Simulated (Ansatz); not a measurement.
This Hf structure is the end of a relaxation. The cell was found from a structure generator's guess, not taken from experiment.

Computed with Ansatz 0.2.0, DFT PBE, scalar-relativistic, plane waves, PAW. Cutoff 420 eV, Γ-centred mesh, Gaussian smearing, no spin polarisation.

```
Hf
1.0
     2.91381    0.00000    0.00000
     0.00000    2.91381    0.00000
     0.00000    0.00000    2.91381
Hf
1
Direct
  0.50000 0.50000 0.50000
```

Energies count from the standard state of Hf at the same level.

**Question.** Find its symmetry and describe it.

**Answer.** Pm-3m (No. 221), the simple cubic type. Conventional cell: a = 2.914 Å. Hf is surrounded by 6 Hf at 2.91 Å.

**Question.** How far does it lie from the standard state of Hf?

**Answer.** +1.08 eV/atom. So it is a metastable form at best.

**Question.** Is it a metal?

**Answer.** Yes, bands cross the Fermi level on the 18×18×18 mesh.

The last run used an 18×18×18 mesh for its 1-atom cell and Gaussian smearing of 0.10 eV. Spin–orbit coupling, which can matter for Hf, is left out. A structure relaxed within its symmetry needn't be a true minimum.
